The bulk modulus B is the pressure needed per unit of relative volume change: a solid with B = 100 GPa shrinks by about 1 % under 1 GPa. Here it comes from density-functional energies of each crystal at seven volumes with the nuclei at rest. A curve through these energies gives the equilibrium volume at its minimum and the modulus from its curvature there.

ABINIT 10.8.3, plane-wave DFT with PW91 and PAW datasets for elemental crystals, without spin polarisation or spin–orbit coupling; Fermi–Dirac smearing of 0.05 eV. Equilibrium volume, bulk modulus and its slope with pressure come from a fit to static-lattice energies at seven volumes, with the cell shape fixed. Shortest distances are those of the given cell.

```
       system  dispersion           potentials  wave cutoff  space group  shortest distance (Å)    k-mesh  equilibrium volume (Å³/atom)  bulk modulus (GPa)  bulk modulus slope
   Sn (Fd-3m)        none  JTH PAW PBE v2.0 sp       408 eV        Fd-3m                   2.80     7x7x7                         36.80                36.2               4.900
   Al (Fm-3m)        none     JTH PAW PBE v2.0       544 eV        Fm-3m                   2.86  11x11x11                         16.60                76.0               4.490
   Si (Fd-3m)        none     JTH PAW PBE v2.0       408 eV        Fd-3m                   2.36     8x8x8                         20.41                89.1               4.360
   Ti (Im-3m)          D4     JTH PAW PBE v2.0       408 eV        Im-3m                   2.84  11x11x11                         16.92               108.3               3.420
Ti (P6_3/mmc)        none     JTH PAW PBE v2.0       408 eV     P6_3/mmc                   2.89   10x10x6                         17.33               111.3               3.630
   Cu (Fm-3m)        none     JTH PAW PBE v2.0       544 eV        Fm-3m                   2.56  13x13x13                         11.95               141.5               5.120
   Ta (Im-3m)        none     JTH PAW PBE v2.0       517 eV        Im-3m                   2.86  11x11x11                         18.22               196.9               4.120
   Pt (Fm-3m)        none     JTH PAW PBE v2.0       544 eV        Fm-3m                   2.77  12x12x12                         15.73               249.2               5.400
   Rh (Fm-3m)        none     JTH PAW PBE v2.0       544 eV        Fm-3m                   2.68  12x12x12                         14.06               265.6               4.490
   Mo (Im-3m)      D3(BJ)     JTH PAW PBE v2.0       408 eV        Im-3m                   2.74  12x12x12                         15.53               272.7               4.380
    W (Im-3m)        none     JTH PAW PBE v2.0       408 eV        Im-3m                   2.74  12x12x12                         16.18               298.3               4.020
   Ir (Fm-3m)      D3(BJ)     JTH PAW PBE v2.0       463 eV        Fm-3m                   2.71  12x12x12                         14.31               364.7               5.120
    C (Fd-3m)        none     JTH PAW PBE v2.0       544 eV        Fd-3m                   1.54  13x13x13                          5.68               436.6               4.060
```

**Tin and silicon, with diamond at the far end.** These three share one structure and four outer electrons per atom, and they suggest a simple answer: small atoms make stiff solids. As the atoms grow, their shared-electron bonds become longer and weaker, and the modulus falls from 437 GPa in diamond to 89 in silicon and 36 in tin. Tin's minimum lies just beyond the largest volume computed, so its softness is safer than its exact modulus.

**Aluminium.** Outside the carbon family, size alone is not enough. Aluminium and tungsten have almost the same volume per atom, 16.6 and 16.2 Å³, yet their moduli are 76 and 298 GPa. Even the best power law in the volume, fitted to the logarithms with one row per element, misses by a typical factor of 1.6. From diamond to tin size works so well partly because the bonds also weaken as the atoms grow.

**Titanium and copper.** Perhaps the density of outer electrons matters instead. In the limit of free electrons, squeezing the solid raises their kinetic energy, and B = (2/3)nE_F, where n is the number of outer electrons per volume and E_F their Fermi energy. For tin, aluminium, silicon, titanium, tantalum, molybdenum and tungsten this gives 2.3 to 3.3 times the computed modulus. An overshoot is natural, because the formula leaves out the electrons' attraction to the ions, which offsets part of the stiffness.

Copper ends this regularity. With its d electrons counted, the free-electron value is 24 times too large; with only one electron per atom, it is less than half the computed modulus. The late d metals rhodium, iridium and platinum also overshoot more, by factors of 5 to 7, as does diamond. For the metals, the usual explanation has two parts. The d electrons stay closer to their atoms than a free gas would. And while the first of them fill bonding states, later ones fill antibonding states: they add to the density but weaken the bonds.

**Tantalum to tungsten.** What should count, then, is how much bond energy is packed into each unit of volume. Picture each atom in an energy well: of two equally wide wells, the deeper one has the steeper walls, and a small atom concentrates that resistance in little space. From tantalum to tungsten one more bonding electron is added, the atoms draw closer, and the modulus rises from 197 to 298 GPa. With the rough cohesive energies used below, bond energy per volume rises by only about half that percentage, so it can be only part of the answer.

To put this into a formula, let E be the cohesive energy per atom, V the volume per atom, r₀ the radius of a sphere of that volume, and l the length that sets the width of the well. Near the minimum, the energy rises by ½E(Δr/l)². The same energy is ½BV(ΔV/V)², and a small relative change in radius changes the volume by three times as much. Therefore BV = (E/9)(r₀/l)². If l is a similar fraction of the radius in different solids, B follows E/V.

The scale was set by averaging the logarithm of BV/E over twelve elements, using rough, recalled cohesive energies. Body-centred titanium was left out as a second phase that is unstable in a static lattice. The result is B ≈ 3.07 E/V. For tungsten, which was part of the average, E is roughly 8.9 eV, so B ≈ 3.07 × 8.9 / 16.2 = 1.69 eV/Å³. Since 1 eV/Å³ is about 160 GPa, this is 270 GPa, some 9 % below the computed value.

Over the twelve elements the typical misfit is a factor of 1.3, against 1.9 for the electron gas when it too is given one adjustable scale. Bond energy per volume is therefore the best of the three guides. It can tell the soft elements of this table from the stiff ones, but it does not rank the stiff ones reliably: it puts tantalum above platinum, although platinum has the higher computed modulus.

**Iridium and diamond.** The two stiffest solids show what the rule leaves open. Relative to the computed moduli, it is 35 % too low for iridium and 47 % too high for diamond. In the formula, this means that iridium's well is narrower than average relative to the atom's radius, and diamond's wider. A part of iridium's misfit may come from the dispersion correction in its run, which normally stiffens a metal. It is hardly the main cause, since platinum and rhodium, run without it, are also clearly stiffer than the rule says.

The bulk modulus slope, the rise of B with pressure, offers a partly independent test, because a narrower well should also stiffen faster. A standard exponential form of the well reproduces the average slope. Its typical error for a single element, however, is 0.46, hardly less than the 0.51 by which the slopes scatter about their own mean. The slopes of tin and copper are also the least certain, tin's because its minimum is extrapolated and copper's because its curve fits worst. Since the width is itself worked out from B, V and E, it describes the remaining misfit but does not explain it, and these slopes give it little independent support.
